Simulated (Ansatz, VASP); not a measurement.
# Two plane-wave programs on HfO2

```xyz
6
Lattice="3.6045 0.0000 0.0000 0.0000 3.6045 0.0000 0.0000 0.0000 5.2648" Properties=species:S:1:pos:R:3 pbc="T T T"
O     0.0000    1.8023    1.0171
O     0.0000    1.8023    3.6496
O     1.8023    0.0000    1.6153
O     1.8023    0.0000    4.2477
Hf    0.0000    0.0000    0.0000
Hf    1.8023    1.8023    2.6324
```

Alike in both runs: functional PBE; k mesh 7 × 7 × 5; no spin polarisation.

Ansatz relaxed the structure, and its values are those at the end. VASP's run is a single point on that final structure, the one shown.

|  | VASP | Ansatz |
| --- | --- | --- |
| version | VASP 6.6.1 | Ansatz 0.2.0 |
| potentials or method | VASP PAW PBE potentials, release 64 (O, Hf_pv) | PAW plane waves |
| plane-wave cutoff (eV) | 520 | 420 |
| occupations | fermi-dirac, width 0.1 eV | fermi-dirac |
| valence electrons in the cell | 44 | 76 |

|  | VASP | Ansatz | Ansatz less VASP |
| --- | --- | --- | --- |
| gap on the k mesh at the Fermi level (eV) | 4.65 | 4.68 | +0.022 |
| pressure (GPa) | -3.2 | 0.0 | +3.14 |
| rms of the force components (eV/Å) | 0.023 | 0.000 | -0.0233 |

The two sets of potentials don't hold the same shells in valence.

Caveats: spin-orbit coupling is left out, which moves the levels of the heavy elements; an odd mesh through Γ misses points on the zone boundary, where band edges often lie. As with any semilocal functional, this PBE gap is likely too small.
